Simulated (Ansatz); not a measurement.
# In3Sb: how settings move the results

The task, for In3Sb: test the ratio of density to wavefunction cutoff, then make a cell with atoms moved and axes strained at random.

Computed with Ansatz 0.2.0 (DFT r2SCAN, scalar-relativistic, plane waves, PAW, unless a step's input says otherwise).

1 further run of the same task is left out (set aside as unsound or not needed). Runs told in other sessions of the task aren't counted.

## (1) The system as given

The structure is cubic, space group Pm-3m (No. 221). Conventional cell: a = 4.837 Å, b = 4.837 Å, c = 4.837 Å, α = 90.00°, β = 90.00°, γ = 90.00°. In (site symmetry 4/mmm) has 8 In at 3.42 Å and 4 Sb at 3.42 Å in its first shell of neighbours. Around Sb (site symmetry m-3m) lie 12 In at 3.42 Å.

Structure file:

```xyz
4
Lattice="4.8370 0.0000 0.0000 0.0000 4.8370 0.0000 0.0000 0.0000 4.8370" Properties=species:S:1:pos:R:3 pbc="T T T"
In    2.4185    2.4185    0.0000
In    2.4185    0.0000    2.4185
In    0.0000    2.4185    2.4185
Sb    0.0000    0.0000    0.0000
```

The structure comes from the Materials Project (structure only); it is used as listed.

## (2) The base input

File input.yaml:

```yaml
crystal:
  lattice:
    - [4.836962, 0.0, 0.0]
    - [0.0, 4.836962, 0.0]
    - [0.0, 0.0, 4.836962]
  atoms:
    - { symbol: In, position: [0.5, 0.5, 0.0] }
    - { symbol: In, position: [0.5, 0.0, 0.5] }
    - { symbol: In, position: [0.0, 0.5, 0.5] }
    - { symbol: Sb, position: [0.0, 0.0, 0.0] }
basis:
  ecutwfc: 500
kpoints:
  mp_grid: { grid: [10, 10, 10] }
hamiltonian:
  xc: r2scan
scf:
  occupations: { method: gaussian, width: 0.1 }
output:
  forces: true
  stress: true
  eigenvalues: true
  populations: true
  write_density: true
  write_potential: true
  elf: true
  volumetric_format: npy
```

It was run beforehand and gave: -5833.5876 eV/atom at zero smearing, pressure -1.21 GPa, largest force 0.000 eV/Å, no gap on the mesh, in 8 SCF cycles and 74 s.

## (3) Ratio of density to wavefunction cutoff: 2

Changes to input.yaml since step 2:

```diff
@@ -12,2 +12,3 @@
   ecutwfc: 500
+  ecutrho_ratio: 2
 kpoints:
@@ -22,6 +23 @@
   eigenvalues: true
-  populations: true
-  write_density: true
-  write_potential: true
-  elf: true
-  volumetric_format: npy
```

On the command line:

```bash
$ ansatz run input.yaml --threads 1 --pin off --max-ram 2560MiB --backend cpu --events-out ev --progress --plain --runs-dir out
```

The log of the run, cut to the lines that bear on the results:

```text
Warning: basis.ecutrho_ratio = 2 (ecutrho = 1000 eV) is below the records' recommended 2000 eV
settings of this run that can trade accuracy for cost: basis.ecutrho_ratio < 4. Do not mix this run's numbers with those of runs without the same settings; the input reference describes each key
Warning: RAYON_NUM_THREADS=1 ignored (pool sized by the plan → 1); use --threads N
[...]
Pseudopotentials: kind: paw
Pseudopotential: In, paw, valence charge 13, recommended cutoff 500 eV (meta_gga), In.paw.azcp
Pseudopotential: Sb, paw, valence charge 15, recommended cutoff 500 eV (meta_gga), Sb.paw.azcp
Functional definition: r2SCAN
[...]
Crystal: 4 atoms, lattice volume = 113.167 Å³
Basis set: ecut = 500 eV, 2897 PW (Γ), exchange–correlation on 120×120×120 points (64 copies of the dense FFT grid, shifted against one another)
Bands: 33, of which v1, the nominal top of the filled ones, is band 27 counted from 1 (26 counted from 0)
Symmetry: 48 space group operations
Space group: Pm-3m (ITA 221), of the structure as read, at distance tolerance 4.8e-5 Å
k-points: 56 of 1000
[...]
SCF iter   1: F=—  HF=-23334.344035 eV  |F-HF|=—  |Δ(HF+E_count)|=         —  Δρ=6.88e-3  dr2=3.28e-2  dr2_τ=1.78e-3  ethr=1.77e-3  ⟨swp⟩=7.6  Hψ=8432  notcnv=0  defer=7
[...]
SCF iter   8: F=-23334.355890 eV  HF=-23334.355890 eV  |F-HF|=3.59e-9  |Δ(HF+E_count)|=   9.49e-8  Δρ=2.77e-6  dr2=1.21e-8  dr2_τ=2.05e-10  ethr=1.85e-10  ⟨swp⟩=10.0  Hψ=8262  notcnv=0
[...]
SCF converged after 8 iterations
Free energy (F): -23334.355890 eV
[...]
E sigma→0 (E₀):  -23334.349920 eV
Entropy (-TS):   -0.011939 eV (-2.985 meV/atom)
Fermi energy:    9.427164 eV
[...]
--- Forces (eV/Å), atoms counted from 1 ---
  atom   1  In    -0.00000000    -0.00000000     0.00000000
  atom   2  In    -0.00000000    -0.00000000     0.00000000
  atom   3  In     0.00000000    -0.00000000     0.00000000
  atom   4  Sb    -0.00000000    -0.00000000    -0.00000000
[...]
--- Stress (GPa, compression-positive) ---
       -1.204680      -0.000000       0.000000
       -0.000000      -1.204680       0.000000
        0.000000      -0.000000      -1.204680
  P = ⅓ Tr σ = -1.2047 GPa (-12.047 kbar)
--- Band table (eV; the first three rows and the last of 56) ---
[...]
settings of this run that can trade accuracy for cost: basis.ecutrho_ratio < 4. Do not mix this run's numbers with those of runs without the same settings; the input reference describes each key
```

Run time: 66 s. Hardware: 1 thread of Intel Xeon at 2.50GHz (Skylake/Cascade Lake), shared host; peak memory 0.61 GiB.

Read-out: -5833.5875 eV/atom at zero smearing, pressure -1.20 GPa and no gap on the mesh. The log warns that the cutoff lies under the recommended one.

## (4) Ratio of density to wavefunction cutoff: 3

Changes to input.yaml since step 3:

```diff
@@ -12,3 +12,3 @@
   ecutwfc: 500
-  ecutrho_ratio: 2
+  ecutrho_ratio: 3
 kpoints:
```

On the command line:

```bash
$ ansatz run input.yaml --threads 1 --pin off --max-ram 2560MiB --backend cpu --events-out ev --progress --plain --runs-dir out
```

The log of the run, cut to the lines that bear on the results:

```text
Warning: basis.ecutrho_ratio = 3 (ecutrho = 1500 eV) is below the records' recommended 2000 eV
settings of this run that can trade accuracy for cost: basis.ecutrho_ratio < 4. Do not mix this run's numbers with those of runs without the same settings; the input reference describes each key
Warning: RAYON_NUM_THREADS=1 ignored (pool sized by the plan → 1); use --threads N
[...]
Pseudopotentials: kind: paw
Pseudopotential: In, paw, valence charge 13, recommended cutoff 500 eV (meta_gga), In.paw.azcp
Pseudopotential: Sb, paw, valence charge 15, recommended cutoff 500 eV (meta_gga), Sb.paw.azcp
Functional definition: r2SCAN
[...]
Crystal: 4 atoms, lattice volume = 113.167 Å³
Basis set: ecut = 500 eV, 2897 PW (Γ), exchange–correlation on 144×144×144 points (64 copies of the dense FFT grid, shifted against one another)
Bands: 33, of which v1, the nominal top of the filled ones, is band 27 counted from 1 (26 counted from 0)
Symmetry: 48 space group operations
[...]
SCF iter   8: F=-23334.356125 eV  HF=-23334.356125 eV  |F-HF|=3.23e-9  |Δ(HF+E_count)|=   9.80e-8  Δρ=2.84e-6  dr2=1.28e-8  dr2_τ=2.47e-10  ethr=1.85e-10  ⟨swp⟩=9.9  Hψ=8321  notcnv=0
[...]
SCF converged after 8 iterations
Free energy (F): -23334.356125 eV
[...]
E sigma→0 (E₀):  -23334.350155 eV
Entropy (-TS):   -0.011940 eV (-2.985 meV/atom)
Fermi energy:    9.427190 eV
[...]
--- Forces (eV/Å), atoms counted from 1 ---
  atom   1  In     0.00000000     0.00000000     0.00000000
  atom   2  In     0.00000000    -0.00000000    -0.00000000
  atom   3  In     0.00000000     0.00000000    -0.00000000
  atom   4  Sb    -0.00000000    -0.00000000    -0.00000000
[...]
--- Stress (GPa, compression-positive) ---
       -1.205794       0.000000      -0.000000
        0.000000      -1.205794      -0.000000
        0.000000       0.000000      -1.205794
  P = ⅓ Tr σ = -1.2058 GPa (-12.058 kbar)
--- Band table (eV; the first three rows and the last of 56) ---
[...]
settings of this run that can trade accuracy for cost: basis.ecutrho_ratio < 4. Do not mix this run's numbers with those of runs without the same settings; the input reference describes each key
```

It took 57 s on 1 thread of Intel Xeon at 2.50GHz (Skylake/Cascade Lake), shared host; peak memory 0.69 GiB.

Result: -5833.5875 eV/atom at zero smearing, pressure -1.21 GPa and no gap on the mesh. The log warns that the cutoff lies under the recommended one.

## (5) Ratio of density to wavefunction cutoff set to 9

Changes to input.yaml since step 4:

```diff
@@ -12,3 +12,3 @@
   ecutwfc: 500
-  ecutrho_ratio: 3
+  ecutrho_ratio: 9
 kpoints:
```

On the command line:

```bash
$ ansatz run input.yaml --threads 1 --pin off --max-ram 2560MiB --backend cpu --events-out ev --progress --plain --runs-dir out
```

The log of the run, cut to the lines that bear on the results:

```text
Warning: RAYON_NUM_THREADS=1 ignored (pool sized by the plan → 1); use --threads N
[...]
Pseudopotentials: kind: paw
Pseudopotential: In, paw, valence charge 13, recommended cutoff 500 eV (meta_gga), In.paw.azcp
Pseudopotential: Sb, paw, valence charge 15, recommended cutoff 500 eV (meta_gga), Sb.paw.azcp
Functional definition: r2SCAN
[...]
Crystal: 4 atoms, lattice volume = 113.167 Å³
Basis set: ecut = 500 eV, 2897 PW (Γ), exchange–correlation on 216×216×216 points (64 copies of the dense FFT grid, shifted against one another)
Bands: 33, of which v1, the nominal top of the filled ones, is band 27 counted from 1 (26 counted from 0)
Symmetry: 48 space group operations
Space group: Pm-3m (ITA 221), of the structure as read, at distance tolerance 4.8e-5 Å
k-points: 56 of 1000
[...]
SCF iter   1: F=—  HF=-23334.344992 eV  |F-HF|=—  |Δ(HF+E_count)|=         —  Δρ=6.87e-3  dr2=3.27e-2  dr2_τ=1.76e-3  ethr=1.77e-3  ⟨swp⟩=7.4  Hψ=8420  notcnv=0  defer=6
[...]
SCF iter   8: F=-23334.356688 eV  HF=-23334.356688 eV  |F-HF|=1.28e-8  |Δ(HF+E_count)|=   1.41e-7  Δρ=2.84e-6  dr2=1.28e-8  dr2_τ=6.77e-11  ethr=1.85e-10  ⟨swp⟩=9.7  Hψ=8112  notcnv=0
[...]
SCF converged after 8 iterations
Free energy (F): -23334.356688 eV
[...]
E sigma→0 (E₀):  -23334.350718 eV
Entropy (-TS):   -0.011940 eV (-2.985 meV/atom)
Fermi energy:    9.427215 eV
[...]
--- Forces (eV/Å), atoms counted from 1 ---
  atom   1  In     0.00000000     0.00000000     0.00000000
  atom   2  In     0.00000000    -0.00000000    -0.00000000
  atom   3  In     0.00000000     0.00000000    -0.00000000
  atom   4  Sb     0.00000000    -0.00000000    -0.00000000
[...]
--- Stress (GPa, compression-positive) ---
       -1.205888      -0.000000       0.000000
        0.000000      -1.205888       0.000000
        0.000000       0.000000      -1.205888
  P = ⅓ Tr σ = -1.2059 GPa (-12.059 kbar)
--- Band table (eV; the first three rows and the last of 56) ---
[...]
```

Run time: 62 s. Hardware: 1 thread of Intel Xeon at 2.50GHz (Skylake/Cascade Lake), shared host; peak memory 1.3 GiB.

Result: -5833.5877 eV/atom at zero smearing, pressure -1.21 GPa and no gap on the mesh.

## (6) What the ratio of density to wavefunction cutoff changes

ΔE: energy per atom at zero smearing, less that of the run at 9. Pressure is positive in compression.

```tsv
ratio	ΔE (meV/atom)	pressure (GPa)	SCF cycles	CPU time
2	0.20	-1.20	8	66 s
3	0.14	-1.21	8	57 s
9	0.00	-1.21	8	62 s
```

The times were taken beside other jobs on the same host; read them as orders of magnitude.

## (7) Atoms moved at random, cell strained

File input.yaml:

```yaml
crystal:
  lattice:
    - [4.8969391272, -0.0751813922, -0.0345111175]
    - [-0.0751813922, 4.8059213716, 0.0455972522]
    - [-0.0345111175, 0.0455972522, 4.7934012415]
  atoms:
    - { symbol: In, position: [0.47889695, 0.5217821267, 0.0252955946] }
    - { symbol: In, position: [0.5199644772, -0.0153039979, 0.4810802604] }
    - { symbol: In, position: [-0.0029877162, 0.5010716015, 0.4953692145] }
    - { symbol: Sb, position: [0.0046760719, -0.0019076515, -0.0200878749] }
basis:
  ecutwfc: 500
kpoints:
  mp_grid: { grid: [6, 6, 6] }
hamiltonian:
  xc: r2scan
scf:
  occupations: { method: gaussian, width: 0.1 }
output:
  forces: true
  stress: true
  eigenvalues: true
```

On the command line:

```bash
$ ansatz run input.yaml --threads 1 --pin off --max-ram 2560MiB --backend cpu --events-out ev --progress --plain --runs-dir out
```

The log of the run, cut to the lines that bear on the results:

```text
Warning: RAYON_NUM_THREADS=1 ignored (pool sized by the plan → 1); use --threads N
[...]
Pseudopotentials: kind: paw
Pseudopotential: In, paw, valence charge 13, recommended cutoff 500 eV (meta_gga), In.paw.azcp
Pseudopotential: Sb, paw, valence charge 15, recommended cutoff 500 eV (meta_gga), Sb.paw.azcp
Functional definition: r2SCAN
[...]
Crystal: 4 atoms, lattice volume = 112.767 Å³
Basis set: ecut = 500 eV, 2863 PW (Γ), exchange–correlation on 144×144×144 points (64 copies of the dense FFT grid, shifted against one another)
Bands: 33, of which v1, the nominal top of the filled ones, is band 27 counted from 1 (26 counted from 0)
Symmetry: 1 space group operations
Space group: P1 (ITA 1), of the structure as read, at distance tolerance 4.8e-5 Å
k-points: 112 of 216 (time reversal used)
[...]
SCF iter   1: F=—  HF=-23334.332872 eV  |F-HF|=—  |Δ(HF+E_count)|=         —  Δρ=6.80e-3  dr2=3.32e-2  dr2_τ=2.04e-3  ethr=1.77e-3  ⟨swp⟩=7.5  Hψ=16735  notcnv=0  defer=8
[...]
SCF iter   7: F=-23334.345660 eV  HF=-23334.345660 eV  |F-HF|=3.38e-9  |Δ(HF+E_count)|=   2.13e-8  Δρ=5.35e-6  dr2=7.76e-8  dr2_τ=7.51e-10  ethr=1.85e-10  ⟨swp⟩=8.1  Hψ=18585  notcnv=0
[...]
SCF converged after 7 iterations
Free energy (F): -23334.345660 eV
[...]
E sigma→0 (E₀):  -23334.341849 eV
Entropy (-TS):   -0.007621 eV (-1.905 meV/atom)
Fermi energy:    9.482133 eV
[...]
--- Forces (eV/Å), atoms counted from 1 ---
  atom   1  In     0.01083323    -0.17323951    -0.19370158
  atom   2  In    -0.02931560     0.20760553     0.20310769
  atom   3  In    -0.00682487    -0.08831828     0.13059858
  atom   4  Sb     0.02530656     0.05396332    -0.14001768
[...]
--- Stress (GPa, compression-positive) ---
       -0.462654       0.052267       0.186272
        0.052267      -0.719530       0.000755
        0.186272       0.000755      -0.669099
  P = ⅓ Tr σ = -0.6171 GPa (-6.171 kbar)
--- Band table (eV; the first three rows and the last of 112) ---
[...]
```

Run time: 2.6 min. Hardware: 1 thread of Intel Xeon at 2.50GHz (Skylake/Cascade Lake), shared host; peak memory 0.78 GiB.

The change: all atoms moved at random (spread 0.07 Å), cell strained at random (1 %), on a 6×6×6 mesh.

Read-out: -5833.5855 eV/atom at zero smearing, pressure -0.62 GPa, largest force 0.292 eV/Å and no gap on the mesh.

## (8) Results

```
                                                                   quantity                                               value
ratio of density to wavefunction cutoff: within 10 and 1 meV/atom of 9 from                                   2 for 10; 2 for 1
                                                             displaced cell  pressure -0.6 GPa, no gap on the mesh
```

In words: The ratio of density to wavefunction cutoff hardly matters here: all runs agree within 0.20 meV/atom. Spin-orbit coupling is left out for Sb. In some runs cutoff or mesh lie under the advised values, so their numbers carry a basis error.
